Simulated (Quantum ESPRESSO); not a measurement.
WS2:

```
W S
1.0
     1.57900    0.91164    6.16333
    -1.57900    0.91164    6.16333
     0.00000   -1.82327    6.16333
W S
1 2
Direct
  0.00000 0.00000 0.00000
  0.58100 0.58100 0.58100
  0.75030 0.75030 0.75030
```

Measurements of this composition are mostly on another form, of space group No. 194.

Base run:

| Property | Result |
| --- | --- |
| Program | Quantum ESPRESSO 7.5 |
| Functional | PBEsol |
| Potentials or basis | GBRV 1.5 PBEsol |
| Cutoff | 762 eV |
| Density cutoff | 6095 eV |
| k mesh | 10 × 10 × 10 |
| Occupations | fermi-dirac, width 0.05 eV |
| Spin | no spin polarisation |
| Hubbard terms | W d U = 4 eV |

Its results: band gap on the k mesh 1.13 eV, indirect (least direct gap 2.04 eV); pressure 0.0 GPa; largest force 0.609 eV/Å.

Q: The run is repeated on the same cell with these changes: hubbard terms from W d U = 4 eV to W d U = 5 eV. What comes out?

A: Band gap on the k mesh 1.18 eV, indirect (least direct gap 1.95 eV); pressure 0.1 GPa; largest force 0.612 eV/Å.

Caveats: spin-orbit coupling is left out, which moves the levels of the heavy elements.

A k mesh can miss the band edges.
